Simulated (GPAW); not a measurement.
CuO:

```
CELL_PARAMETERS angstrom
2.83633 0.00000 0.00000
-1.41816 2.45633 0.00000
0.00000 0.00000 2.76811
ATOMIC_POSITIONS crystal
Cu 0.00000 0.00000 0.00000
O 0.66667 0.33333 0.50000
```

Measurements of this composition are mostly on another form, of space group No. 15.

Base run:

* Program: GPAW 26.7.0
* Functional: PBEsol
* Potentials or basis: PAW data sets generated in the run's folder for this functional
* Cutoff: 800 eV
* Basis: pw
* k mesh: 8 × 8 × 7
* Occupations: fermi-dirac, width 0.05 eV
* Spin: no spin polarisation

Its results: pressure -7.7 GPa.

Q: The run is repeated on the same cell with these changes: functional from PBEsol to PW91. What comes out?

A: Pressure 0.1 GPa.

PW91 binds less tightly than PBEsol, so the same cell stands under more pressure.

Caveats: an odd number of electrons without spin polarisation forces a metal; a magnetic or distorted state may lie lower; the run has no spin polarisation, though such a crystal can be magnetic.

Not every run made on this cell is shown here.
